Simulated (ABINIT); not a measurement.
Input of an ABINIT 10.8.3 (patched build) run:

The input run.abi:

```
pp_dirpath "./"
pseudos "Ga.upf, P.upf"

acell 3*1.0
rprim
     0.0000000000     5.1499761211     5.1499761211
     5.1499761211     0.0000000000     5.1499761211
     5.1499761211     5.1499761211     0.0000000000
ntypat 2
znucl 31 15
natom 2
typat 1 2
xred
     0.0000000000     0.0000000000     0.0000000000
     0.7500000000     0.7500000000     0.7500000000

ecut 36.0

kptopt 1
ngkpt 6 6 6
nshiftk 1
shiftk 0.0 0.0 0.0

ixc -116133

nband 13
occopt 3
tsmear 0.05 eV

nstep 100
tolvrs 1.0e-10

iomode 3
prtwf 0
prteig 0
prtebands 0
prtden 1
prtvha 1
prtvclmb 1
prtpot 1
prtelf 1
```

Potentials or basis: PseudoDojo NC SR PBEsol v0.4.1 standard.

Command:

```sh
$ abinit run.abi > log 2>&1
```

(1) What does it give for the band gap on the k mesh?

(2) Estimate the pressure.

## Answers

(1) 1.51 eV, indirect (least direct gap 1.73 eV).

(2) -1.4 GPa.

**What was measured.**

“Stacking defects in GaP nanowires: Electronic structure and optical properties”, 2018, arxiv:1810.01194 quotes, for a bulk crystal of GaP at 10 K: band gap 2.34 eV (indirect).

A measured gap of GaP is 2.34 eV (indirect; 10 K; quoted in “Stacking defects in GaP nanowires: Electronic structure and optical properties”, 2018, arxiv:1810.01194); the calculated 1.51 eV misses it by -0.83 eV. Spin-orbit coupling on Ga is left out. The value is that of PBEsol on a finite k mesh, which can miss the band edges, without temperature or zero-point motion. Semilocal functionals fall short of measured gaps as a rule.
